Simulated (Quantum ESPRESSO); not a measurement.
**MnO under changes of volume**

One of the cells (10.999 Å³/atom); the others are scaled copies at fixed shape and fractional positions:

```
CELL_PARAMETERS angstrom
0.00000 2.22391 2.22391
2.22391 0.00000 2.22391
2.22391 2.22391 0.00000
ATOMIC_POSITIONS crystal
Mn 0.00000 0.00000 0.00000
O 0.50000 0.50000 0.50000
```

The cell is a database's computed one.

```yaml
Program: Quantum ESPRESSO 7.5
Functional: PBE
Potentials_or_basis: SSSP 1.3 efficiency PBE
Cutoff: 884 eV
Density_cutoff: 10612 eV
k_mesh: 10 × 10 × 10
Occupations: fermi-dirac, width 0.05 eV
Spin: collinear spin, ferromagnetic start
Starting_moments: "[4.0, 0.0] μB"
```

| volume (Å³/atom) | energy over the lowest point (meV/atom) | pressure (GPa) | moment (μB per cell) |
| --- | --- | --- | --- |
| 10.339 | 16.34 | 6.7 | 4.60 |
| 10.559 | 8.43 | 4.4 | 4.68 |
| 10.779 | 2.70 | 2.5 | 4.76 |
| 10.999 | 0.00 | -0.1 | 4.80 |
| 11.219 | 1.48 | -2.6 | 4.82 |
| 11.439 | ? | ? | ? |
| 11.659 | 12.85 | -6.3 | 4.90 |

Problem. What does the run at 11.439 Å³/atom give?

Solution. Energy over the lowest point 6.05 meV/atom; pressure -4.6 GPa; moment 4.86 μB per cell.

Worked out: A Birch-Murnaghan fit of order 3 (a polynomial in V^(-2/3)) to the other rows has its minimum at 11.05 Å³/atom with B0 = V·E''(V) = 119 GPa (rough, since the energies scatter). It gives 5.34 meV/atom at 11.439 Å³/atom, against the run's 6.05, and -dE/dV = -4.3 GPa, against -4.6. A parabola through the other rows of the moment, of slope 0.123 μB per Å³/atom there, gives 4.87 μB, against the run's 4.86.

Energies are extrapolated to zero smearing.

Caveats: a cell with one magnetic atom can't hold antiferromagnetic order, which such compounds often take.
